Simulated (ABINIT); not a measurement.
# Pt (Fm-3m) in ABINIT: convergence with boxcutmin

Aim: find how far boxcutmin must go before the results for Pt settle, at r2SCAN. This setting moves, with any that are tied to it; all else stays.

Everything below comes from runs of ABINIT 10.8.3 (patched build). Logs are shortened: lines on timing, memory, paths and dates and some standing lists are left out, and cuts for length are marked. The log counts tension as positive stress, the text compression.

### 1 Starting point

Symmetry: Fm-3m, No. 225, cubic system. Conventional cell: a = 3.922 Å, b = 3.922 Å, c = 3.922 Å, α = 90.00°, β = 90.00°, γ = 90.00°. Pt (site symmetry m-3m) has 12 Pt at 2.77 Å as nearest neighbours.

### 2 With boxcutmin 1.3

Contents of run.abi:

```
# Pseudopotentials
pp_dirpath "./"
pseudos "Pt.GGA_PBE-JTH.xml"

# Structure
acell 5.2404588053 5.2404588053 5.2404588053
rprim
     0.0000000000     0.7071067812     0.7071067812
     0.7071067812     0.0000000000     0.7071067812
     0.7071067812     0.7071067812     0.0000000000
ntypat 1
znucl 78
natom 1
typat 1
xred
     0.0000000000     0.0000000000     0.0000000000

# Plane-wave basis
ecut 19.0
pawecutdg 38.0

# k points
kptopt 1
ngkpt 12 12 12
nshiftk 1
shiftk 0.0 0.0 0.0

# Exchange and correlation
ixc -497498
usekden 1
pawxcdev 0

# Bands and occupations
nband 9
occopt 3
tsmear 0.1 eV

# SCF cycle
nstep 100
tolvrs 1.0e-7
boxcutmin 1.3

# Output
iomode 3
prtwf 0
prtden 0
prteig 0
prtebands 0
enunit 2
```

Potentials or basis: JTH PAW PBE v2.0.

Run with:

```bash
> abinit run.abi > log 2>&1
```

run.abo:

```text
.Version 10.8.3 of ABINIT
 Symmetries : space group Fm -3 m (#225); Bravais cF (face-center cubic)
================================================================================
 Values of the parameters that define the memory need of the present run
     intxc =       0    ionmov =       0      iscf =      17    lmnmax =      18
     lnmax =       6     mgfft =      15  mpssoang =       3    mqgrid =    3001
     natom =       1  nloc_mem =       2    nspden =       1   nspinor =       1
    nsppol =       1      nsym =      48    n1xccc =       1    ntypat =       1
    occopt =       3   xclevel =       2
       mpw =         419          nfft =        3375          nkpt =          72
 PAW method is used; the additional fine FFT grid is defined by:
   mgfftf=        20    nfftf =      8000
================================================================================
================================================================================

--------------------------------------------------------------------------------
------------- Echo of variables that govern the present computation ------------
--------------------------------------------------------------------------------
 -outvars: echo values of preprocessed input variables --------
            acell      5.2404588053E+00  5.2404588053E+00  5.2404588053E+00 Bohr
              amu      1.95080000E+02
        boxcutmin      1.30000000E+00
        bxctmindg      1.30000000E+00
             ecut      1.90000000E+01 Hartree
           enunit           2
                       outvar_i_n : Printing only first  50 k-points.
              ixc     -497498
                       outvar_i_n : Printing only first  50 k-points.
         kptrlatt       12    0    0      0   12    0      0    0   12
          kptrlen      6.28855057E+01
            natom           1
            nband           9
            ngfft          15      15      15
          ngfftdg          20      20      20
             nkpt          72
            nstep         100
             nsym          48
           ntypat           1
                       prtocc : prtvol=0, do not print more k-points.
           occopt           3
        pawecutdg      3.80000000E+01 Hartree
         pawxcdev           0
           prtden           0
        prtebands           0
           prteig           0
          prtkden           1
            prtwf           0
            rprim      0.0000000000E+00  7.0710678120E-01  7.0710678120E-01
                       7.0710678120E-01  0.0000000000E+00  7.0710678120E-01
                       7.0710678120E-01  7.0710678120E-01  0.0000000000E+00
          spgroup         225
           tolvrs      1.00000000E-07
           tsmear      3.67493222E-03 Hartree
            typat      1
          usekden           1
           useylm           1
                       outvars : Printing only first  50 k-points.
            znucl       78.00000

================================================================================

 chkinp: Checking input parameters for consistency.

================================================================================
[... 127 lines left out ...]

================================================================================

 ----iterations are completed or convergence reached----

 Mean square residual over all n,k,spin=   16.027E-08; max=  34.832E-06
 reduced coordinates (array xred) for    1 atoms
       0.000000000000      0.000000000000      0.000000000000
 rms dE/dt=  0.0000E+00; max dE/dt=  0.0000E+00; dE/dt below (all hartree)
    1       0.000000000000      0.000000000000      0.000000000000

 cartesian coordinates (angstrom) at end:
    1      0.00000000000000     0.00000000000000     0.00000000000000

 cartesian forces (hartree/bohr) at end:
    1     -0.00000000000000    -0.00000000000000    -0.00000000000000
 frms,max,avg= 0.0000000E+00 0.0000000E+00   0.000E+00  0.000E+00  0.000E+00 h/b

 cartesian forces (eV/Angstrom) at end:
    1     -0.00000000000000    -0.00000000000000    -0.00000000000000
 frms,max,avg= 0.0000000E+00 0.0000000E+00   0.000E+00  0.000E+00  0.000E+00 e/A
 length scales=  5.240458805300  5.240458805300  5.240458805300 bohr
              =  2.773131372559  2.773131372559  2.773131372559 angstroms
 Fermi (or HOMO) energy (hartree) =   0.33412   Average Vxc (hartree)=  -0.47898
 Eigenvalues (hartree) for nkpt=  72  k points:
 kpt#   1, nband=  9, wtk=  0.00058, kpt=  0.0000  0.0000  0.0000 (reduced coord)
  -0.05153    0.18971    0.18971    0.18971    0.26932    0.26932    0.93039    1.11804
   1.11804
      occupation numbers for kpt#   1
   2.00000    2.00000    2.00000    2.00000    2.00000    2.00000    0.00000    0.00000
   0.00000
 prteigrs : prtvol=0 or 1, do not print more k-points.

 Fermi (or HOMO) energy (eV) =   9.09199   Average Vxc (eV)= -13.03364
 Eigenvalues (   eV  ) for nkpt=  72  k points:
 kpt#   1, nband=  9, wtk=  0.00058, kpt=  0.0000  0.0000  0.0000 (reduced coord)
  -1.40231    5.16220    5.16220    5.16220    7.32851    7.32851   25.31710   30.42346
  30.42346
 prteigrs : prtvol=0 or 1, do not print more k-points.

--- !EnergyTerms
iteration_state     : {dtset: 1, }
comment             : Components of total free energy in Hartree
kinetic             :  8.34498031233406E+00
hartree             :  2.07735537171325E+00
xc                  : -2.71177000687259E+00
Ewald energy        : -3.09322826855389E+01
psp_core            :  3.13399399723342E+00
local_psp           : -9.07410496593179E+00
PAW spherical_terms :  5.06288619266104E+01
internal            :  2.14670339495479E+01
'-kT*entropy'       : -1.79858062632342E-03
total_energy        :  2.14652353689216E+01
total_energy_eV     :  5.84098810484618E+02
...

--- !EnergyTermsDC
iteration_state     : {dtset: 1, }
comment             : '"Double-counting" decomposition of free energy'
band_energy         :  1.95912764067118E+00
Ewald energy        : -3.09322826855389E+01
psp_core            :  3.13399399723342E+00
xc_dc               : -1.45084195299892E+00
PAW spherical_terms :  4.87566527031906E+01
internal            :  2.14666497025574E+01
'-kT*entropy'       : -1.79858062632342E-03
total_energy_dc     :  2.14648511219311E+01
total_energy_dc_eV  :  5.84088354591345E+02
...

--- !EnergyTermsWithPAWCore
iteration_state     : {dtset: 1, }
comment             : 'Components of total free energy, including PAW core contributions'
Total energy        : -1.84142681969941E+04
Total energy DC     : -1.84142685812411E+04
Total energy (eV)   : -5.01077764345491E+05
Total energy DC (eV): -5.01077774801384E+05
...

 Cartesian components of stress tensor (hartree/bohr^3)
  sigma(1 1)= -2.16046057E-04  sigma(3 2)=  0.00000000E+00
  sigma(2 2)= -2.16046057E-04  sigma(3 1)=  0.00000000E+00
  sigma(3 3)= -2.16046057E-04  sigma(2 1)=  0.00000000E+00

-Cartesian components of stress tensor (GPa)         [Pressure=  6.3563E+00 GPa]
- sigma(1 1)= -6.35629445E+00  sigma(3 2)=  0.00000000E+00
- sigma(2 2)= -6.35629445E+00  sigma(3 1)=  0.00000000E+00
- sigma(3 3)= -6.35629445E+00  sigma(2 1)=  0.00000000E+00

== END DATASET(S) ==============================================================
================================================================================

 -outvars: echo values of variables after computation  --------
            acell      5.2404588053E+00  5.2404588053E+00  5.2404588053E+00 Bohr
           etotal      2.1464851122E+01
            fcart     -0.0000000000E+00 -0.0000000000E+00 -0.0000000000E+00
            rprim      0.0000000000E+00  7.0710678120E-01  7.0710678120E-01
                       7.0710678120E-01  0.0000000000E+00  7.0710678120E-01
                       7.0710678120E-01  7.0710678120E-01  0.0000000000E+00
           strten     -2.1604605711E-04 -2.1604605711E-04 -2.1604605711E-04
                       0.0000000000E+00  0.0000000000E+00  0.0000000000E+00
 Calculation completed.
```

Run time: 22 s. Hardware: 1 thread of Arm Neoverse V2, shared host; peak memory 0.09 GiB.

What came out:

| Property | Result |
| --- | --- |
| Free energy | 584.0884 eV |
| Pressure | 6.4 GPa |
| Band gap on the k mesh | none (metal or under the smearing width) |
| Valence electrons inside the program's atomic spheres | Pt 8.68 (radii [1.3315] Å) |

### 3 With boxcutmin 1.5

run.abi, as its differences from that of step 2:

```diff
@@ -40,3 +40,3 @@
 tolvrs 1.0e-7
-boxcutmin 1.3
+boxcutmin 1.5
```

Potentials or basis: JTH PAW PBE v2.0.

Run with:

```bash
> abinit run.abi > log 2>&1
```

Run time: 26 s. Hardware: 1 thread of Arm Neoverse V2, shared host; peak memory 0.09 GiB.

The run converged. Its results:

- Free energy: 584.0886 eV
- Pressure: 6.4 GPa
- Band gap on the k mesh: none (metal or under the smearing width)
- Valence electrons inside the program's atomic spheres: Pt 8.62 (radii [1.3315] Å)

### 4 With boxcutmin 1.7

run.abi, as its differences from that of step 3:

```diff
@@ -40,3 +40,3 @@
 tolvrs 1.0e-7
-boxcutmin 1.5
+boxcutmin 1.7
```

Run with:

```bash
> abinit run.abi > log 2>&1
```

Run time: 32 s. Hardware: 1 thread of Arm Neoverse V2, shared host; peak memory 0.1 GiB.

Results (log left out):

| Item | Value |
| --- | --- |
| Free energy | 584.0887 eV |
| Pressure | 6.3 GPa |
| Band gap on the k mesh | none (metal or under the smearing width) |
| Valence electrons inside the program's atomic spheres | Pt 8.65 (radii [1.3315] Å) |

### 5 With boxcutmin 1.85

run.abi, as its differences from that of step 4:

```diff
@@ -40,3 +40,3 @@
 tolvrs 1.0e-7
-boxcutmin 1.7
+boxcutmin 1.85
```

Run with:

```bash
> abinit run.abi > log 2>&1
```

Run time: 37 s. Hardware: 1 thread of Arm Neoverse V2, shared host; peak memory 0.1 GiB.

Results (log left out):

- Free energy: 584.0888 eV
- Pressure: 6.4 GPa
- Band gap on the k mesh: none (metal or under the smearing width)
- Valence electrons inside the program's atomic spheres: Pt 8.67 (radii [1.3315] Å)

### 6 With boxcutmin 2

run.abi, as its differences from that of step 5:

```diff
@@ -40,3 +40,3 @@
 tolvrs 1.0e-7
-boxcutmin 1.85
+boxcutmin 2.0
```

Potentials or basis: JTH PAW PBE v2.0.

Run with:

```bash
> abinit run.abi > log 2>&1
```

It took 56 s on 1 thread of Arm Neoverse V2, shared host; peak memory 0.1 GiB.

The run converged. Its results:

| Item | Value |
| --- | --- |
| Free energy | 584.0888 eV |
| Pressure | 6.4 GPa |
| Band gap on the k mesh | none (metal or under the smearing width) |
| Valence electrons inside the program's atomic spheres | Pt 8.67 (radii [1.3315] Å) |

### 7 With boxcutmin 2.3

run.abi, as its differences from that of step 6:

```diff
@@ -40,3 +40,3 @@
 tolvrs 1.0e-7
-boxcutmin 2.0
+boxcutmin 2.3
```

Run with:

```bash
> abinit run.abi > log 2>&1
```

Wall time 57 s (1 thread of Arm Neoverse V2, shared host); peak memory 0.11 GiB.

It converged, with:

```
Free energy                                           : 584.0887 eV
Pressure                                              : 6.4 GPa
Band gap on the k mesh                                : none (metal or under the smearing width)
Valence electrons inside the program's atomic spheres : Pt 8.67 (radii [1.3315] Å)
```

### 8 With boxcutmin 2.7

run.abi, as its differences from that of step 7:

```diff
@@ -40,3 +40,3 @@
 tolvrs 1.0e-7
-boxcutmin 2.3
+boxcutmin 2.7
```

Run with:

```bash
> abinit run.abi > log 2>&1
```

Run time: 99 s. Hardware: 1 thread of Arm Neoverse V2, shared host; peak memory 0.13 GiB.

It converged, with:

```yaml
Free_energy: 584.0886 eV
Pressure: 6.4 GPa
Band_gap_on_the_k_mesh: none (metal or under the smearing width)
Valence_electrons_inside_the_program's_atomic_spheres: Pt 8.65 (radii [1.3315] Å)
```

### 9 Summary

```csv
boxcutmin,"energy less the tightest run, at zero smearing (meV/atom)",pressure (GPa),SCF cycles,CPU time (s),peak memory (GiB)
1.3,-0.27,6.36,16,22,0.09
1.5,0.01,6.43,18,26,0.09
1.7,0.08,6.33,18,32,0.1
1.85,0.13,6.40,18,37,0.1
2,0.13,6.40,18,56,0.1
2.3,0.02,6.39,18,57,0.11
2.7,0.00,6.36,18,99,0.13
```

Against the tightest run, the energy stays within 1 meV/atom from 1.3 on; the pressure stays within 0.1 GPa from 1.3 on. The tightest run that finished is the yardstick and may itself not be fully converged.

Caveats: totals of a meta-GGA on PAW files have another zero than those of a GGA; the PAW data sets were made with another functional, which shifts forces and pressure a little.
